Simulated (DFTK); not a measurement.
Crystal: GaN.

```
Ga N
1.0
     3.18000    0.00000    0.00000
    -1.59000    2.75396    0.00000
     0.00000    0.00000    5.16600
Ga N
2 2
Direct
  0.66667 0.33333 0.50000
  0.33333 0.66667 0.00000
  0.66667 0.33333 0.87500
  0.33333 0.66667 0.37500
```

Base run:

- Program: DFTK 0.8.2
- Functional: LDA
- Potentials or basis: SG15 1.2 (PBE)
- Cutoff: 1225 eV
- k mesh: 9 × 9 × 4
- Occupations: fermi-dirac, width 0.05 eV
- Spin: no spin polarisation

Its results: band gap on the k mesh 1.78 eV, direct; pressure -2.7 GPa; largest force 0.121 eV/Å.

Problem. After a change of settings the same cell gave: band gap on the k mesh 2.03 eV, direct; pressure -1.1 GPa; largest force 0.151 eV/Å. Which change was it?
A. functional from LDA to WC
B. functional from LDA to SCAN
C. functional from LDA to AM05
D. functional from LDA to PBEsol

Solution. B.

SCAN gives the wider gap, since meta-GGAs in the generalised Kohn-Sham scheme recover part of the derivative discontinuity.

Caveats: the potentials were made for another functional, which shifts forces and pressure.
